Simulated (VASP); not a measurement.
# Pt (Fm-3m) in VASP: notebook

Runs on Pt. Level: PBE. Tasks: single point.

All numbers are computed with VASP 6.6.1; they aren't measurements. Logs are shortened: lines on timing, memory, paths and dates and some standing lists are left out, and cuts for length are marked.

### 1 The structure

It takes space group Fm-3m (No. 225, cubic). Conventional cell: a = 3.922 Å, b = 3.922 Å, c = 3.922 Å, α = 90.00°, β = 90.00°, γ = 90.00°. Pt (site symmetry m-3m) has 12 Pt at 2.77 Å as nearest neighbours.

### 2 Single point, PBE

INCAR

```
SYSTEM = Pt
  PREC = Accurate
  ENCUT = 300
  EDIFF = 1E-7
  ISMEAR = 0
  SIGMA = 0.1
  LREAL = .False.
  LASPH = .True.
  NELM = 60
  ALGO = Normal
  ISIF = 2
  LWAVE = .False.
  LCHARG = .False.
  GGA = PE
```

KPOINTS

```
regular mesh
0
Gamma
  14 14 14
  0 0 0
```

POSCAR

```
Pt
1.0
    0.0000000000      1.9609000000      1.9609000000
    1.9609000000      0.0000000000      1.9609000000
    1.9609000000      1.9609000000      0.0000000000
Pt
1
Direct
    0.0000000000      0.0000000000      0.0000000000
```

Potentials or basis: VASP PAW PBE potentials, release 64 (Pt).

Run with:

```console
cat potpaw_PBE.64/Pt/POTCAR > POTCAR
mpirun -np 1 vasp_std > vasp.out
```

OUTCAR:

```text
SYSTEM = Pt
   PREC = Accurate
   ENCUT = 300
   EDIFF = 1E-7
   ISMEAR = 0
   LREAL = .False.
   LASPH = .True.
   NELM = 60
   ISIF = 2
   GGA = PE

 ion  position               nearest neighbor table
   1  0.000  0.000  0.000-

  LATTYP: Found a face centered cubic cell.
 ALAT       =     3.9218000000

  Lattice vectors:

 A1 = (   0.0000000000,   1.9609000000,   1.9609000000)
 A2 = (   1.9609000000,   0.0000000000,   1.9609000000)
 A3 = (   1.9609000000,   1.9609000000,   0.0000000000)

Analysis of symmetry for initial positions (statically):
=====================================================================
 Subroutine PRICEL returns:
 Original cell was already a primitive cell.

 Routine SETGRP: Setting up the symmetry group for a
 face centered cubic supercell.

 Subroutine GETGRP returns: Found 48 space group operations
 (whereof 48 operations were pure point group operations)
 out of a pool of 48 trial point group operations.

The static configuration has the point symmetry O_h .

Analysis of symmetry for dynamics (positions and initial velocities):
=====================================================================
 Subroutine PRICEL returns:
 Original cell was already a primitive cell.

 Routine SETGRP: Setting up the symmetry group for a
 face centered cubic supercell.

 Subroutine GETGRP returns: Found 48 space group operations
 (whereof 48 operations were pure point group operations)
 out of a pool of 48 trial point group operations.

The dynamic configuration has the point symmetry O_h .

 Subroutine INISYM returns: Found 48 space group operations
 (whereof 48 operations are pure point group operations),
 and found     1 'primitive' translations

----------------------------------------------------------------------------------------

                                     Primitive cell

  volume of cell :      15.0798

  direct lattice vectors                    reciprocal lattice vectors
     0.000000000  1.960900000  1.960900000    -0.254984956  0.254984956  0.254984956
     1.960900000  0.000000000  1.960900000     0.254984956 -0.254984956  0.254984956
     1.960900000  1.960900000  0.000000000     0.254984956  0.254984956 -0.254984956

  length of vectors
     2.773131374  2.773131374  2.773131374     0.441646899  0.441646899  0.441646899

  position of ions in fractional coordinates (direct lattice)
     0.000000000  0.000000000  0.000000000

  ion indices of the primitive-cell ions
   primitive index   ion index
                 1           1

----------------------------------------------------------------------------------------

 KPOINTS: regular mesh

Automatic generation of k-mesh.
 Grid dimensions read from file:
 generate k-points for:   14   14   14

 Generating k-lattice:

  Cartesian coordinates                     Fractional coordinates (reciprocal lattice)
    -0.018213211  0.018213211  0.018213211     0.071428571  0.000000000  0.000000000
     0.018213211 -0.018213211  0.018213211     0.000000000  0.071428571  0.000000000
     0.018213211  0.018213211 -0.018213211     0.000000000  0.000000000  0.071428571

  Length of vectors
     0.031546207  0.031546207  0.031546207

  Shift w.r.t. Gamma in fractional coordinates (k-lattice)
     0.000000000  0.000000000  0.000000000

 Subroutine IBZKPT returns following result:
 ===========================================

 Found    104 irreducible k-points:

 Following reciprocal coordinates:
            Coordinates               Weight
  0.000000  0.000000  0.000000      1.000000
  0.071429  0.000000  0.000000      8.000000
  0.142857  0.000000  0.000000      8.000000
  0.214286  0.000000  0.000000      8.000000
  0.285714  0.000000  0.000000      8.000000
  0.357143  0.000000  0.000000      8.000000
[... 16 lines left out ...]
  0.214286  0.142857  0.000000     24.000000
  0.285714  0.142857  0.000000     24.000000
 [... further k-points ...]
   k-points           NKPTS =    104   k-points in BZ     NKDIM =    104   number of bands    NBANDS=      9
   number of dos      NEDOS =    301   number of ions     NIONS =      1
   total plane-waves  NPLWV =   4096
   dimension x,y,z NGX =    16 NGY =   16 NGZ =   16
   dimension x,y,z NGXF=    32 NGYF=   32 NGZF=   32
   ions per type =               1
   NGX,Y,Z   is equivalent  to a cutoff of   9.59,  9.59,  9.59 a.u.
   NGXF,Y,Z  is equivalent  to a cutoff of  19.18, 19.18, 19.18 a.u.
 SYSTEM =  Pt
   PREC   = accura    normal or accurate (medium, high low for compatibility)
   ISTART =      0    job   : 0-new  1-cont  2-samecut
   ICHARG =      2    charge: 1-file 2-atom 10-const
   ISPIN  =      1    spin polarized calculation?
   LNONCOLLINEAR =      F non collinear calculations
   LSORBIT =      F    spin-orbit coupling
   LASPH  =      T    aspherical Exc in radial PAW
   ENCUT  =  300.0 eV  22.05 Ry    4.70 a.u.   3.92  3.92  3.92*2*pi/ulx,y,z
   NELM   =     60;   NELMIN=  2; NELMDL= -5     # of ELM steps
   EDIFF  = 0.1E-06   stopping-criterion for ELM
   LREAL  =      F    real-space projection
   EDIFFG = 0.1E-05   stopping-criterion for IOM
   NSW    =      0    number of steps for IOM
   IBRION =     -1    ionic relax: 0-MD 1-quasi-New 2-CG
   NFREE  =      0    steps in history (QN), initial steepest desc. (CG)
   ISIF   =      2    stress and relaxation
   ISYM   =      2    0-nonsym 1-usesym 2-fastsym
   POTIM  = 0.5000    time-step for ionic-motion
   TEBEG  =    0.0;   TEEND  =   0.0 temperature during run
   PSTRESS=    0.0 pullay stress
   NELECT =      10.0000    total number of electrons
   NUPDOWN=      -1.0000    fix difference up-down
   EMIN   =  10.00;   EMAX   =-10.00  energy-range for DOS
   EFERMI =   0.00;   METHOD = LEGACY
   ISMEAR =     0;   SIGMA  =   0.10  broadening in eV -4-tet -1-fermi 0-gaus
   EFERMI_NEDOS =   21; number of points for ismear=-14 and -15
   IALGO  =     38    algorithm
   IMIX   =      4    mixing-type and parameters
     AMIX     =   0.40;   BMIX     =  1.00
     AMIX_MAG =   1.60;   BMIX_MAG =  1.00
  volume/ion in A,a.u.               =      15.08       101.76
  Fermi-wavevector in a.u.,A,eV,Ry     =   1.427609  2.697791 27.729605  2.038068
  Thomas-Fermi vector in A             =   2.547760
   LORBIT       =      0    0 simple, 1 ext, 2 COOP (PROOUT), +10 PAW based schemes
   GGA     = PE    functional components
   LHFCALC =     F    Hartree Fock is set to
   AEXX    =    0.0000 exact exchange contribution
   IVDW    =     0    specifies the selected vdW correction
   LEPSILON=     F    determine dielectric tensor
   LRPA    =     F    only Hartree local field effects (RPA)
 non-spin polarized calculation
 Gauss-broadening in eV      SIGMA  =   0.10
  energy-cutoff  :      300.00
  volume of cell :       15.08
 maximum number of plane-waves:       190
   NGX =  7   NGY =  7   NGZ =  7

 number of electron      10.0000000 magnetization

 number of electron       9.9999998 magnetization

 Free energy of the ion-electron system (eV)
  ---------------------------------------------------
  ext. energy  EPLUGINS =         0.00000000
  ---------------------------------------------------
  free energy    TOTEN  =        -6.09835610 eV

  energy without entropy =       -6.09014819  energy(sigma->0) =       -6.09425215

 E-fermi :  11.2584     XC(G=0): -13.4928

 val. band max:       11.2456623196   @ k =   0.5000   0.3571   0.0714
 cond. band min:      11.2715356269   @ k =   0.4286   0.1429   0.0000
 fundamental gap:      0.0258733072
 Fermi energy:        11.2583587666

 k-point     1 :       0.0000    0.0000    0.0000
  band No.  band energies     occupation
      1       1.0449      2.00000
      2       7.4840      2.00000
      3       7.4840      2.00000
      4       7.4840      2.00000
      5       9.6412      2.00000
      6       9.6412      2.00000
      7      25.9051      0.00000
      8      30.8736      0.00000
      9      30.8736      0.00000

 k-point     2 :       0.0714    0.0000    0.0000
  band No.  band energies     occupation
      1       1.2498      2.00000
      2       7.3932      2.00000
      3       7.5647      2.00000
      4       7.5647      2.00000
      5       9.5965      2.00000
      6       9.5965      2.00000
      7      26.2229      0.00000
      8      29.8445      0.00000
      9      31.1891      0.00000

 k-point     3 :       0.1429    0.0000    0.0000
  band No.  band energies     occupation
      1       1.8323      2.00000
      2       7.1864      2.00000
      3       7.7524      2.00000
      4       7.7524      2.00000
      5       9.5303      2.00000
      6       9.5303      2.00000
      7      27.0191      0.00000
      8      27.9038      0.00000
      9      32.0867      0.00000

 k-point     4 :       0.2143    0.0000    0.0000
  band No.  band energies     occupation
      1       2.6668      2.00000
      2       7.0606      2.00000
      3       7.8737      2.00000
      4       7.8737      2.00000
      5       9.6411      2.00000
      6       9.6411      2.00000
      7      25.7403      0.00000
      8      27.6935      0.00000
      9      33.3769      0.00000
[... 205 lines left out ...]
 k-point    22 :       0.1429    0.1429    0.0000
  band No.  band energies     occupation
      1       2.1023      2.00000
      2       6.8298      2.00000
      3       8.0439      2.00000
      4       8.0439      2.00000
      5       8.9257      2.00000
      6       9.9200      2.00000
      7      27.5351      0.00000
      8      29.2372      0.00000
      9      30.7374      0.00000

 k-point    23 :       0.2143    0.1429    0.0000
  band No.  band energies     occupation
      1       2.7523      2.00000
      2       6.5553      2.00000
      3       8.1616      2.00000
      4       8.3055      2.00000
      5       8.8757      2.00000
      6      10.0826      2.00000
      7      27.7961      0.00000
      8      28.3918      0.00000
      9      30.5094      0.00000

 k-point    24 :       0.2857    0.1429    0.0000
  band No.  band energies     occupation
      1       3.5805      2.00000
      2       6.4153      2.00000
      3       7.8277      2.00000
      4       8.4088      2.00000
      5       9.5345      2.00000
      6      10.4100      2.00000
      7      25.5080      0.00000
      8      28.6025      0.00000
      9      30.1781      0.00000

 [... further k-points ...]

------------------------ aborting loop because EDIFF is reached ----------------------------------------

  FORCE on cell =-STRESS in cart. coord.  units (eV):
  Direction    XX          YY          ZZ          XY          YZ          ZX
  --------------------------------------------------------------------------------------
  -------------------------------------------------------------------------------------
  Total        0.8146303      0.8146303      0.8146303      0.0000000      0.0000000     -0.0000000
  in kB       86.5515392     86.5515392     86.5515392      0.0000000      0.0000000     -0.0000000
  external PRESSURE =      86.5515392 kB  Pullay stress =       0.0000000 kB

 VOLUME and BASIS-vectors are now :
 -----------------------------------------------------------------------------
  energy-cutoff  :      300.00
  volume of cell :       15.08
      direct lattice vectors                 reciprocal lattice vectors
     0.000000000  1.960900000  1.960900000    -0.254984956  0.254984956  0.254984956
     1.960900000  0.000000000  1.960900000     0.254984956 -0.254984956  0.254984956
     1.960900000  1.960900000  0.000000000     0.254984956  0.254984956 -0.254984956

 POSITION                                       TOTAL-FORCE (eV/Angst)
 -----------------------------------------------------------------------------------
      0.00000      0.00000      0.00000        -0.000000     -0.000000     -0.000000
 -----------------------------------------------------------------------------------
    total drift:                                0.000000      0.000000     -0.000000

  FREE ENERGIE OF THE ION-ELECTRON SYSTEM (eV)
  ---------------------------------------------------
  free  energy   TOTEN  =        -6.0983561010 eV

  energy  without entropy=       -6.0901481947  energy(sigma->0) =       -6.09425215
```

It used 3 s of CPU time on 1 thread of Intel(R) Xeon(R) Platinum 8559C (Emerald Rapids), with other jobs on the host, which was overloaded at the time.

What came out:

```
Free energy            : -6.0984 eV
Pressure               : 8.7 GPa
Band gap on the k mesh : none (metal or under the smearing width)
```

Levels at points of the mesh, in eV from the Fermi level:
| k point | band 3 | band 4 | band 5 | band 6 | band 7 | band 8 |
| --- | --- | --- | --- | --- | --- | --- |
| (0.00, 0.00, 0.00) | -3.77 | -3.77 | -1.62 | -1.62 | 14.65 | 19.62 |
| (0.50, 0.00, 0.00) | -3.84 | -0.47 | 0.05 | 0.05 | 5.85 | 14.22 |
| (0.50, 0.50, 0.00) | 0.02 | 0.51 | 0.51 | 1.79 | 8.89 | 11.40 |

Spin-orbit coupling is left out, which matters for the levels of Pt.

### 3 Single point, PBE

Edit INCAR of step 2 so:

```diff
@@ -2,3 +2,3 @@
   PREC = Accurate
-  ENCUT = 300
+  ENCUT = 350
   EDIFF = 1E-7
```

KPOINTS is that of step 2.

POSCAR is that of step 2.

Potentials or basis: VASP PAW PBE potentials, release 64 (Pt).

Run with:

```console
cat potpaw_PBE.64/Pt/POTCAR > POTCAR
mpirun -np 1 vasp_std > vasp.out
```

It used 7.5 s of CPU time on 1 thread of Intel(R) Xeon(R) Platinum 8559C (Emerald Rapids), with other jobs on the host, which was overloaded at the time.

The run converged. Its results:

```
Free energy            : -6.0933 eV
Pressure               : 8.7 GPa
Band gap on the k mesh : none (metal or under the smearing width)
```

Levels at points of the mesh, in eV from the Fermi level:
```tsv
k point	band 3	band 4	band 5	band 6	band 7	band 8
(0.00, 0.00, 0.00)	-3.77	-3.77	-1.62	-1.62	14.65	19.62
(0.50, 0.00, 0.00)	-3.84	-0.46	0.05	0.05	5.86	14.22
(0.50, 0.50, 0.00)	0.02	0.51	0.51	1.79	8.90	11.41
```

The run has no spin-orbit coupling, so splittings on Pt are missing.

### 4 Single point, PBE

Edit INCAR of step 3 so:

```diff
@@ -2,3 +2,3 @@
   PREC = Accurate
-  ENCUT = 350
+  ENCUT = 400
   EDIFF = 1E-7
```

KPOINTS is that of step 3.

POSCAR is that of step 3.

Potentials or basis: VASP PAW PBE potentials, release 64 (Pt).

Run with:

```console
cat potpaw_PBE.64/Pt/POTCAR > POTCAR
mpirun -np 1 vasp_std > vasp.out
```

OUTCAR:

```text
SYSTEM = Pt
   PREC = Accurate
   ENCUT = 400
   EDIFF = 1E-7
   ISMEAR = 0
   LREAL = .False.
   LASPH = .True.
   NELM = 60
   ISIF = 2
   GGA = PE

 ion  position               nearest neighbor table
   1  0.000  0.000  0.000-

  LATTYP: Found a face centered cubic cell.
 ALAT       =     3.9218000000

  Lattice vectors:

 A1 = (   0.0000000000,   1.9609000000,   1.9609000000)
 A2 = (   1.9609000000,   0.0000000000,   1.9609000000)
 A3 = (   1.9609000000,   1.9609000000,   0.0000000000)

Analysis of symmetry for initial positions (statically):
=====================================================================
 Subroutine PRICEL returns:
 Original cell was already a primitive cell.

 Routine SETGRP: Setting up the symmetry group for a
 face centered cubic supercell.

 Subroutine GETGRP returns: Found 48 space group operations
 (whereof 48 operations were pure point group operations)
 out of a pool of 48 trial point group operations.

The static configuration has the point symmetry O_h .

Analysis of symmetry for dynamics (positions and initial velocities):
[... 164 lines left out ...]

 k-point     1 :       0.0000    0.0000    0.0000
  band No.  band energies     occupation
      1       1.0491      2.00000
      2       7.4771      2.00000
      3       7.4771      2.00000
      4       7.4771      2.00000
      5       9.6344      2.00000
      6       9.6344      2.00000
      7      25.9056      0.00000
      8      30.8751      0.00000
      9      30.8751      0.00000
[... 265 lines left out ...]
 k-point    24 :       0.2857    0.1429    0.0000
  band No.  band energies     occupation
      1       3.5835      2.00000
      2       6.4097      2.00000
      3       7.8214      2.00000
      4       8.4027      2.00000
      5       9.5291      2.00000
      6      10.4036      2.00000
      7      25.5087      0.00000
      8      28.6004      0.00000
      9      30.1799      0.00000

 [... further k-points ...]

------------------------ aborting loop because EDIFF is reached ----------------------------------------

  FORCE on cell =-STRESS in cart. coord.  units (eV):
  Direction    XX          YY          ZZ          XY          YZ          ZX
  --------------------------------------------------------------------------------------
  -------------------------------------------------------------------------------------
  Total        0.8842958      0.8842958      0.8842958      0.0000000      0.0000000      0.0000000
  in kB       93.9532502     93.9532502     93.9532502      0.0000000      0.0000000      0.0000000
  external PRESSURE =      93.9532502 kB  Pullay stress =       0.0000000 kB

 VOLUME and BASIS-vectors are now :
 -----------------------------------------------------------------------------
  energy-cutoff  :      400.00
  volume of cell :       15.08
      direct lattice vectors                 reciprocal lattice vectors
     0.000000000  1.960900000  1.960900000    -0.254984956  0.254984956  0.254984956
     1.960900000  0.000000000  1.960900000     0.254984956 -0.254984956  0.254984956
     1.960900000  1.960900000  0.000000000     0.254984956  0.254984956 -0.254984956

 POSITION                                       TOTAL-FORCE (eV/Angst)
 -----------------------------------------------------------------------------------
      0.00000      0.00000      0.00000         0.000000      0.000000      0.000000
 -----------------------------------------------------------------------------------
    total drift:                                0.000000     -0.000000     -0.000000

  FREE ENERGIE OF THE ION-ELECTRON SYSTEM (eV)
  ---------------------------------------------------
  free  energy   TOTEN  =        -6.0939770435 eV

  energy  without entropy=       -6.0857715059  energy(sigma->0) =       -6.08987427
```

OSZICAR:

```text
N       E                     dE             d eps       ncg     rms          rms(c)
DAV:   1     0.255012517659E+02    0.25501E+02   -0.48057E+03  2160   0.822E+02
DAV:   2    -0.615119520165E+01   -0.31652E+02   -0.29894E+02  1984   0.159E+02
DAV:   3    -0.646864280171E+01   -0.31745E+00   -0.30931E+00  2248   0.151E+01
DAV:   4    -0.646967277948E+01   -0.10300E-02   -0.10297E-02  2107   0.894E-01
DAV:   5    -0.646967983461E+01   -0.70551E-05   -0.70555E-05  2166   0.670E-02    0.129E+01
DAV:   6    -0.613628339068E+01    0.33340E+00   -0.85485E-01  1913   0.843E+00    0.683E+00
DAV:   7    -0.609744200087E+01    0.38841E-01   -0.15694E-01  2005   0.353E+00    0.251E+00
DAV:   8    -0.609410037748E+01    0.33416E-02   -0.51235E-03  2004   0.697E-01    0.492E-01
DAV:   9    -0.609397295570E+01    0.12742E-03   -0.47942E-05  1980   0.732E-02    0.372E-02
DAV:  10    -0.609397705819E+01   -0.41025E-05   -0.19236E-06  2249   0.136E-02    0.298E-03
DAV:  11    -0.609397704345E+01    0.14737E-07   -0.30167E-08  1288   0.175E-03
   1 F= -.60939770E+01 E0= -.60898743E+01  d E =-.820554E-02
```

stdout:

```text
POSCAR found type information on POSCAR Pt
 POSCAR found :  1 types and       1 ions
 scaLAPACK will be used
 LDA part: xc-table for (Slater+PW92), standard interpolation
 POSCAR, INCAR and KPOINTS ok, starting setup
 FFT: planning ... GRIDC
 FFT: planning ... GRID_SOFT
 FFT: planning ... GRID
 WAVECAR not read
 entering main loop
```

It used 7.5 s of CPU time on 1 thread of Intel(R) Xeon(R) Platinum 8559C (Emerald Rapids), on a shared host, which was overloaded at the time.

What came out:

```
Free energy            : -6.0940 eV
Pressure               : 9.4 GPa
Band gap on the k mesh : none (metal or under the smearing width)
```

Spin-orbit coupling is left out, which matters for the levels of Pt.

### 5 Single point, PBE

Edit INCAR of step 4 so:

```diff
@@ -2,3 +2,3 @@
   PREC = Accurate
-  ENCUT = 400
+  ENCUT = 450
   EDIFF = 1E-7
```

KPOINTS is that of step 4.

POSCAR is that of step 4.

Run with:

```console
cat potpaw_PBE.64/Pt/POTCAR > POTCAR
mpirun -np 1 vasp_std > vasp.out
```

It used 9.4 s of CPU time on 1 thread of Intel(R) Xeon(R) Platinum 8559C (Emerald Rapids), on a shared host, which was overloaded at the time.

Results (log left out):

| Item | Value |
| --- | --- |
| Free energy | -6.0942 eV |
| Pressure | 9.5 GPa |
| Band gap on the k mesh | none (metal or under the smearing width) |

Levels at points of the mesh, in eV from the Fermi level:
```csv
k point,band 3,band 4,band 5,band 6,band 7,band 8
"(0.00, 0.00, 0.00)",-3.78,-3.78,-1.62,-1.62,14.65,19.62
"(0.50, 0.00, 0.00)",-3.84,-0.46,0.05,0.05,5.86,14.22
"(0.50, 0.50, 0.00)",0.02,0.51,0.51,1.79,8.90,11.41
```

(Part 1 of 2 ends here.)
